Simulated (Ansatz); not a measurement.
```
Ag Cl
1.0
     0.00000    2.71835    2.71835
     2.71835    0.00000    2.71835
     2.71835    2.71835    0.00000
Ag Cl
1 1
Direct
  0.00000 0.00000 0.00000
  0.50000 0.50000 0.50000
```

RPA correlation and exact exchange on PBE orbitals, all-electron datasets in plane waves (scalar-relativistic, Gaussian nuclei) (Ansatz); 4×4×4 mesh, wave cutoff 3630 eV, correlation extrapolated to infinite response cutoff from cutoffs up to 280 eV, 64 electrons, all correlated, 275 empty bands, long-wavelength term: optical limit. The band count ends below the top response cutoff.

The cell is then scaled evenly to 1.128 times this volume.

Energy change of the cell: PBE -0.059 eV (mean pressure +1.9 GPa); the Hartree-Fock expression on these orbitals -0.343 eV (mean pressure +10.7 GPa).

What change follows for RPA correlation and the RPA total?

RPA correlation: +0.293 eV (mean pressure -9.2 GPa). The RPA total: -0.050 eV (mean pressure +1.6 GPa).

This ran on a trial build of the method. The cell is a model at fixed atoms and needn't be the relaxed known crystal. Spin-orbit coupling is left out. The correlation step scatters with the plane-wave count, here by about 0.07 eV. The mesh is coarse, so these steps aren't converged.
